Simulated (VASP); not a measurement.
# W (Im-3m) in VASP: a series of runs, part 2 of 2

VASP 6.6.1.

**4. Band structure, r2SCAN**

INCAR

```
PREC     = Accurate       # precision mode
ENCUT    = 520            # plane-wave cutoff, eV
EDIFF    = 1E-6           # SCF threshold, eV
ISMEAR   = 1              # smearing method
SIGMA    = 0.1            # smearing width, eV
LREAL    = F              # projectors in reciprocal space
LASPH    = T              # aspherical terms in the spheres
NELM     = 80             # most SCF steps
ALGO     = Normal         # electronic algorithm
ISIF     = 2              # what is computed and relaxed
LWAVE    = F              # write WAVECAR
LCHARG   = F              # write CHGCAR
LMAXMIX  = 4              # l up to which the mixer works
METAGGA  = R2SCAN         # meta-GGA
LMIXTAU  = T            
NBANDS   = 13             # bands
KPAR     = 4
```

KPOINTS

```
Automatic mesh
0
Gamma
  16 16 16
```

POSCAR

```
W                                       
1.0
   -1.5776066425      1.5776066425      1.5776066425
    1.5776066425     -1.5776066425      1.5776066425
    1.5776066425      1.5776066425     -1.5776066425
  W             
     1
Direct
     0.0000000000000000    0.0000000000000000    0.0000000000000000
```

KPOINTS_OPT is that of step 3.

Potentials or basis: VASP PAW PBE potentials, release 64 (W_sv).

Launch:

```bash
cat potpaw_PBE.64/W_sv/POTCAR > POTCAR
mpirun -np 4 vasp_std > vasp.out
```

OUTCAR:

```text
PREC = Accurate
   ENCUT = 520
   EDIFF = 1E-6
   ISMEAR = 1
   LREAL = F
   LASPH = T
   NELM = 80
   ISIF = 2
   METAGGA = R2SCAN

 ion  position               nearest neighbor table
   1  0.000  0.000  0.000-

  LATTYP: Found a body centered cubic cell.
 ALAT       =     3.1552132850

  Lattice vectors:

 A1 = (  -1.5776066425,   1.5776066425,   1.5776066425)
 A2 = (   1.5776066425,  -1.5776066425,   1.5776066425)
 A3 = (   1.5776066425,   1.5776066425,  -1.5776066425)

Analysis of symmetry for initial positions (statically):
=====================================================================
 Subroutine PRICEL returns:
 Original cell was already a primitive cell.

 Routine SETGRP: Setting up the symmetry group for a
 body centered cubic supercell.

 Subroutine GETGRP returns: Found 48 space group operations
 (whereof 48 operations were pure point group operations)
 out of a pool of 48 trial point group operations.

The static configuration has the point symmetry O_h .

Analysis of symmetry for dynamics (positions and initial velocities):
=====================================================================
 Subroutine PRICEL returns:
 Original cell was already a primitive cell.

 Routine SETGRP: Setting up the symmetry group for a
 body centered cubic supercell.

 Subroutine GETGRP returns: Found 48 space group operations
 (whereof 48 operations were pure point group operations)
 out of a pool of 48 trial point group operations.

The dynamic configuration has the point symmetry O_h .

 Subroutine INISYM returns: Found 48 space group operations
 (whereof 48 operations are pure point group operations),
 and found     1 'primitive' translations

----------------------------------------------------------------------------------------

                                     Primitive cell

  volume of cell :      15.7057

  direct lattice vectors                    reciprocal lattice vectors
    -1.577606642  1.577606642  1.577606642     0.000000000  0.316935785  0.316935785
     1.577606642 -1.577606642  1.577606642     0.316935785  0.000000000  0.316935785
     1.577606642  1.577606642 -1.577606642     0.316935785  0.316935785  0.000000000

  length of vectors
     2.732494859  2.732494859  2.732494859     0.448214886  0.448214886  0.448214886

  position of ions in fractional coordinates (direct lattice)
     0.000000000  0.000000000  0.000000000

  ion indices of the primitive-cell ions
   primitive index   ion index
                 1           1

----------------------------------------------------------------------------------------

 KPOINTS: Automatic mesh

Automatic generation of k-mesh.
 Grid dimensions read from file:
 generate k-points for:   16   16   16

 Generating k-lattice:

  Cartesian coordinates                     Fractional coordinates (reciprocal lattice)
     0.000000000  0.019808487  0.019808487     0.062500000  0.000000000  0.000000000
     0.019808487  0.000000000  0.019808487     0.000000000  0.062500000  0.000000000
     0.019808487  0.019808487  0.000000000     0.000000000  0.000000000  0.062500000

  Length of vectors
     0.028013430  0.028013430  0.028013430

  Shift w.r.t. Gamma in fractional coordinates (k-lattice)
     0.000000000  0.000000000  0.000000000

 Subroutine IBZKPT returns following result:
 ===========================================

 Found    145 irreducible k-points:

 Following reciprocal coordinates:
            Coordinates               Weight
  0.000000  0.000000  0.000000      1.000000
  0.062500  0.000000  0.000000     12.000000
  0.125000  0.000000  0.000000     12.000000
  0.187500  0.000000  0.000000     12.000000
  0.250000  0.000000  0.000000     12.000000
  0.312500  0.000000  0.000000     12.000000
[... 16 lines left out ...]
  0.187500  0.187500  0.000000     24.000000
  0.250000  0.187500  0.000000     48.000000
 [... further k-points ...]
   k-points           NKPTS =    145   k-points in BZ     NKDIM =    145   number of bands    NBANDS=     13
   number of dos      NEDOS =    301   number of ions     NIONS =      1
   total plane-waves  NPLWV =   8000
   dimension x,y,z NGX =    20 NGY =   20 NGZ =   20
   dimension x,y,z NGXF=    40 NGYF=   40 NGZF=   40
   ions per type =               1
   NGX,Y,Z   is equivalent  to a cutoff of  12.17, 12.17, 12.17 a.u.
   NGXF,Y,Z  is equivalent  to a cutoff of  24.34, 24.34, 24.34 a.u.
 SYSTEM =  unknown system
   PREC   = accura    normal or accurate (medium, high low for compatibility)
   ISTART =      0    job   : 0-new  1-cont  2-samecut
   ICHARG =      2    charge: 1-file 2-atom 10-const
   ISPIN  =      1    spin polarized calculation?
   LNONCOLLINEAR =      F non collinear calculations
   LSORBIT =      F    spin-orbit coupling
   LASPH  =      T    aspherical Exc in radial PAW
   ENCUT  =  520.0 eV  38.22 Ry    6.18 a.u.   5.08  5.08  5.08*2*pi/ulx,y,z
   NELM   =     80;   NELMIN=  2; NELMDL= -5     # of ELM steps
   EDIFF  = 0.1E-05   stopping-criterion for ELM
   LREAL  =      F    real-space projection
   EDIFFG = 0.1E-04   stopping-criterion for IOM
   NSW    =      0    number of steps for IOM
   IBRION =     -1    ionic relax: 0-MD 1-quasi-New 2-CG
   NFREE  =      0    steps in history (QN), initial steepest desc. (CG)
   ISIF   =      2    stress and relaxation
   ISYM   =      2    0-nonsym 1-usesym 2-fastsym
   POTIM  = 0.5000    time-step for ionic-motion
   TEBEG  =    0.0;   TEEND  =   0.0 temperature during run
   PSTRESS=    0.0 pullay stress
   NELECT =      14.0000    total number of electrons
   NUPDOWN=      -1.0000    fix difference up-down
   EMIN   =  10.00;   EMAX   =-10.00  energy-range for DOS
   EFERMI =   0.00;   METHOD = LEGACY
   ISMEAR =     1;   SIGMA  =   0.10  broadening in eV -4-tet -1-fermi 0-gaus
   EFERMI_NEDOS =   21; number of points for ismear=-14 and -15
   IALGO  =     38    algorithm
   IMIX   =      4    mixing-type and parameters
     AMIX     =   0.40;   BMIX     =  1.00
     AMIX_MAG =   1.60;   BMIX_MAG =  1.00
  volume/ion in A,a.u.               =      15.71       105.99
  Fermi-wavevector in a.u.,A,eV,Ry     =   1.575550  2.977357 33.774517  2.482357
  Thomas-Fermi vector in A             =   2.676517
   LORBIT       =      0    0 simple, 1 ext, 2 COOP (PROOUT), +10 PAW based schemes
   METAGGA = R2SCAN    functional components
   LHFCALC =     F    Hartree Fock is set to
   AEXX    =    0.0000 exact exchange contribution
   IVDW    =     0    specifies the selected vdW correction
   LEPSILON=     F    determine dielectric tensor
   LRPA    =     F    only Hartree local field effects (RPA)
 non-spin polarized calculation
 Methfessel and Paxton  Order N= 1 SIGMA  =   0.10
  energy-cutoff  :      520.00
  volume of cell :       15.71
 maximum number of plane-waves:       438
   NGX = 11   NGY = 11   NGZ = 11

 number of electron      14.0000005 magnetization

 Free energy of the ion-electron system (eV)
  ---------------------------------------------------
  ext. energy  EPLUGINS =         0.00000000
  ---------------------------------------------------
  free energy    TOTEN  =       -51.34924974 eV

  energy without entropy =      -51.34846399  energy(sigma->0) =      -51.34898782

 E-fermi :  11.4632     XC(G=0): -15.0202

 val. band max:       11.4439758368   @ k =   0.4375   0.0000   0.0000
 cond. band min:      11.4660855118   @ k =  -0.3125   0.3125   0.1875
 fundamental gap:      0.0221096750
 Fermi energy:        11.4632193175

 k-point     1 :       0.0000    0.0000    0.0000
  band No.  band energies     occupation
      1     -64.6802      2.00000
      2     -27.5246      2.00000
      3     -27.5246      2.00000
      4     -27.5246      2.00000
      5       1.2431      2.00000
      6      10.1256      2.00000
      7      10.1256      2.00000
      8      10.1256      2.00000
      9      14.0058      0.00000
     10      14.0058      0.00000
     11      26.7039      0.00000
     12      26.7039      0.00000
     13      26.7039      0.00000
[... 353 lines left out ...]
 k-point    24 :       0.2500    0.1875    0.0000
  band No.  band energies     occupation
      1     -64.5408      2.00000
      2     -28.6377      2.00000
      3     -27.9862      2.00000
      4     -27.6465      2.00000
      5       5.7638      2.00000
      6       8.1016      2.00000
      7       8.9308      2.00000
      8      13.1880     -0.00000
      9      14.8802      0.00000
     10      16.9864      0.00000
     11      24.6700      0.00000
     12      27.4496      0.00000
     13      29.5542      0.00000

 [... further k-points ...]
[... 5 lines left out ...]
  --------------------------------------------------------------------------------------
  -------------------------------------------------------------------------------------
  Total        0.5230571      0.5230571      0.5230571      0.0000000      0.0000000     -0.0000000
  in kB       53.3584850     53.3584850     53.3584850      0.0000000      0.0000000     -0.0000000
  external PRESSURE =      53.3584850 kB  Pullay stress =       0.0000000 kB

 VOLUME and BASIS-vectors are now :
 -----------------------------------------------------------------------------
  energy-cutoff  :      520.00
  volume of cell :       15.71
      direct lattice vectors                 reciprocal lattice vectors
    -1.577606642  1.577606642  1.577606642     0.000000000  0.316935785  0.316935785
     1.577606642 -1.577606642  1.577606642     0.316935785  0.000000000  0.316935785
     1.577606642  1.577606642 -1.577606642     0.316935785  0.316935785  0.000000000

 POSITION                                       TOTAL-FORCE (eV/Angst)
 -----------------------------------------------------------------------------------
      0.00000      0.00000      0.00000        -0.000000     -0.000000      0.000000
 -----------------------------------------------------------------------------------
    total drift:                                0.000000     -0.000000      0.000000

  FREE ENERGIE OF THE ION-ELECTRON SYSTEM (eV)
  ---------------------------------------------------
  free  energy   TOTEN  =       -51.3492497398 eV

  energy  without entropy=      -51.3484639917  energy(sigma->0) =      -51.34898782
```

Run time: 32 s. Hardware: 4 MPI ranks of Intel Xeon Platinum 8488C (Sapphire Rapids), shared host; peak memory 0.17 GiB.

Results:

```yaml
Free_energy: -51.3492 eV
Pressure: 5.3 GPa
Band_gap_along_the_path: none (metal or under the smearing width)
```

Levels at the corners of the path, in eV from the Fermi level:
```tsv
point	band 3	band 4	band 5	band 6	band 7	band 8	band 9	band 10	band 11	band 12
Γ	-38.99	-38.99	-10.22	-1.34	-1.34	-1.34	2.54	2.54	15.24	15.24
H	-39.97	-39.97	-6.14	-6.14	5.37	5.37	5.37	8.59	8.59	8.59
H	-39.97	-39.97	-6.14	-6.14	5.37	5.37	5.37	8.59	8.59	8.59
N	-39.44	-39.00	-6.67	-3.84	0.52	2.39	3.45	6.39	11.78	12.06
N	-39.44	-39.00	-6.67	-3.84	0.52	2.39	3.45	6.39	11.78	12.06
Γ	-38.99	-38.99	-10.22	-1.34	-1.34	-1.34	2.54	2.54	15.24	15.24
Γ	-38.99	-38.99	-10.22	-1.34	-1.34	-1.34	2.54	2.54	15.24	15.24
P	-39.70	-39.70	-3.25	-3.25	-3.25	3.63	3.63	7.26	12.80	12.80
P	-39.70	-39.70	-3.25	-3.25	-3.25	3.63	3.63	7.26	12.80	12.80
H	-39.97	-39.97	-6.14	-6.14	5.37	5.37	5.37	8.59	8.59	8.59
P	-39.70	-39.70	-3.25	-3.25	-3.25	3.63	3.63	7.26	12.80	12.80
N	-39.44	-39.00	-6.67	-3.84	0.52	2.39	3.45	6.39	11.78	12.06
```

Caveat: the PAW data sets were made with another functional, which shifts forces and pressure a little; spin-orbit coupling is left out, which moves the levels of the heavy elements.

**5. Band structure, PBE, spin-orbit coupling, no magnetisation**

Changes to INCAR since step 4:

```diff
@@ -12,6 +12,9 @@
 LCHARG   = F              # write CHGCAR
+MAGMOM   = 0 0 0          # initial moments
+LORBIT   = 11             # projections on sites
+LSORBIT  = T              # spin-orbit coupling
+GGA_COMPAT= F            
 LMAXMIX  = 4              # l up to which the mixer works
-METAGGA  = R2SCAN         # meta-GGA
-LMIXTAU  = T            
-NBANDS   = 13             # bands
+GGA      = PE             # functional
+NBANDS   = 25             # bands
 KPAR     = 4
```

KPOINTS is that of step 4.

POSCAR is that of step 4.

KPOINTS_OPT is that of step 4.

Launch:

```bash
cat potpaw_PBE.64/W_sv/POTCAR > POTCAR
mpirun -np 4 vasp_ncl > vasp.out
```

Wall time 28 s (4 MPI ranks of Intel Xeon Platinum 8488C (Sapphire Rapids), shared host); peak memory 0.26 GiB.

Results (log left out):

```
Free energy                                           : -13.7656 eV
Pressure                                              : 9.8 GPa
Valence electrons inside the program's atomic spheres : W 12.13
```

**6. Summary**

| level | potentials or basis | spin | pressure (GPa) |
| --- | --- | --- | --- |
| PBE | VASP PAW PBE potentials, release 64 (W_sv) | off | 8.9 |
| LDA | VASP PAW LDA potentials, release 64 (W_sv) | off | -4.6 |
| r2SCAN | VASP PAW PBE potentials, release 64 (W_sv) | off | 5.3 |
| PBE | VASP PAW PBE potentials, release 64 (W_sv) | SOC, no magnetisation | 9.8 |

Alike in all rows: task band structure; cell as given; k mesh 16 × 16 × 16; cutoff (eV) 520; smearing methfessel-paxton 0.1 eV.

Caveats: spin-orbit coupling is left out, which moves the levels of the heavy elements (some runs); the PAW data sets were made with another functional, which shifts forces and pressure a little (some runs).

Absolute energies hang on the potentials; compare differences alone.
